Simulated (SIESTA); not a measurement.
Runs of SIESTA 5.4.2 on Zr. Symmetry: P6_3/mmc, No. 194, hexagonal system. The conventional cell has a = 3.232 Å, b = 3.232 Å, c = 5.147 Å, α = 90.00°, β = 90.00°, γ = 120.00°. Around Zr (site symmetry -6m2) lie 12 Zr at 3.18 to 3.23 Å. 

| task | level | potentials or basis | cell | gap on the mesh (eV) | pressure (GPa) | V0 of scaled cells (Å³/atom) | B0 (GPa) |
| --- | --- | --- | --- | --- | --- | --- | --- |
| single point | PBEsol | PseudoDojo 0.4 standard (PBEsol files), DZP (energy shift 0.003 Ry; two zetas on semicore shells) | as given | none | -2.5 | - | - |
| single point | PBEsol | PseudoDojo 0.4 standard (PBEsol files), DZP (energy shift 0.003 Ry; two zetas on semicore shells) | atoms moved at random, drawn with an rms of 0.05 Å | none | -2.5 | - | - |
| equation of state | LDA | PseudoDojo 0.4 standard (LDA files), DZP (energy shift 0.003 Ry; two zetas on semicore shells) | as given | - | - | (b) | 105 |
| equation of state | PBEsol | PseudoDojo 0.4 standard (PBEsol files), DZP (energy shift 0.003 Ry; two zetas on semicore shells) | as given | - | - | 22.68 | 100 |
| band structure | LDA | PseudoDojo 0.4 standard (LDA files), DZP (energy shift 0.003 Ry; two zetas on semicore shells) | as given | none | (a) | - | - |

Alike in all rows: no spin polarisation; k mesh 9 × 9 × 5; smearing fermi-dirac 0.05 eV; grid cutoff 800 Ry; energy shift 0.003 Ry.

**Question.** Estimate the missing entries.

**Answer.** (a) -5.3; (b) 22.03.

Caveats: the basis of atomic orbitals isn't converged, which shifts pressures, moduli and gaps; the cell was scaled at fixed shape and fractional positions, which overstates the stiffness of a crystal with free parameters, most of all of layers and chains (some runs).

A k mesh can miss the band edges, and the runs leave out spin-orbit coupling on Zr.

A gap of «none» marks a metal or a gap under the smearing width.
